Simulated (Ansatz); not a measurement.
**Mo: a tetragonal deformation path**

An exercise on one series of results from a longer session: the logs are not shown, and one member is left open.

Method: DFT PBE, scalar-relativistic, plane waves, PAW, in Ansatz 0.2.0.

### The starting structure

It takes space group Fm-3m (No. 225, cubic). Conventional cell: a = 4.030 Å, b = 4.030 Å, c = 4.030 Å, α = 90.00°, β = 90.00°, γ = 90.00°. Mo (site symmetry m-3m) is surrounded by 12 Mo at 2.85 Å.

As a file:

```cif
data_structure
_symmetry_space_group_name_H-M 'Fm-3m'
_symmetry_Int_Tables_number 225
_cell_length_a 4.0300
_cell_length_b 4.0300
_cell_length_c 4.0300
_cell_angle_alpha 90.000
_cell_angle_beta 90.000
_cell_angle_gamma 90.000
_cell_volume 65.45
loop_
_atom_site_label
_atom_site_type_symbol
_atom_site_symmetry_multiplicity
_atom_site_Wyckoff_symbol
_atom_site_fract_x
_atom_site_fract_y
_atom_site_fract_z
_atom_site_occupancy
Mo1 Mo 4 a 0.00000 0.00000 0.00000 1
```

The cell is taken as given, not relaxed at this level.

The first run:

Input file input.yaml:

```yaml
crystal:
  lattice:
    - [0.0, 2.015, 2.015]
    - [2.015, 0.0, 2.015]
    - [2.015, 2.015, 0.0]
  atoms:
    - { symbol: Mo, position: [0.0, 0.0, 0.0] }
basis:
  ecutwfc: 420
kpoints:
  mp_grid: { grid: [22, 22, 22] }
hamiltonian:
  xc: pbe
scf:
  occupations: { method: gaussian, width: 0.15 }
output:
  forces: true
  stress: true
  eigenvalues: true
```

The run is started by

```
> ansatz run input.yaml --threads 1 --pin off --max-ram 1228MiB --backend cpu --events-out ev --progress --plain --runs-dir out
```

Steps of the session up to this table: The undisturbed cell; At ρ = 0.707; Point ρ = 1.414; ρ = 0.850; ρ = 1.200; Point ρ = 0.780; At ρ = 1.300; At ρ = 0.920; ρ = 1.100; Point ρ = 0.650; Point ρ = 1.500; ρ = 0.960.

One of the session's tables, all rows but one given; the rest of the session is left out.

| ρ | ΔE (meV/atom) | pressure (GPa) |
| --- | --- | --- |
| 0.650 | -342.1 | -7.7 |
| 0.707 | -408.8 | -8.5 |
| 0.780 | -325.8 | -7.5 |
| 0.850 | -166.0 | -5.5 |
| 0.920 | -48.0 | -4.7 |
| 0.960 | ? | ? |
| 1.000 | 0.0 | -4.8 |
| 1.100 | -41.2 | -4.5 |
| 1.200 | -86.1 | -3.8 |
| 1.300 | -83.2 | -2.2 |
| 1.414 | 36.6 | 1.8 |
| 1.500 | 206.3 | 6.5 |

Q: Estimate the row for ρ = 0.960 from the others.

Worked estimate for «ΔE (meV/atom)». A straight line through the neighbours (0.920, -48.0) and (1.000, 0.0) gives -48.0 + (0.0 + 48.0) × (0.960 − 0.920) / (1.000 − 0.920) = -24.0; a parabola fitted to 4 rows on both sides gives -14.3.

As computed: ΔE (meV/atom): -11.6; pressure (GPa): -4.7. In «ΔE (meV/atom)» the line misses by -12.4 and the parabola by -2.7.
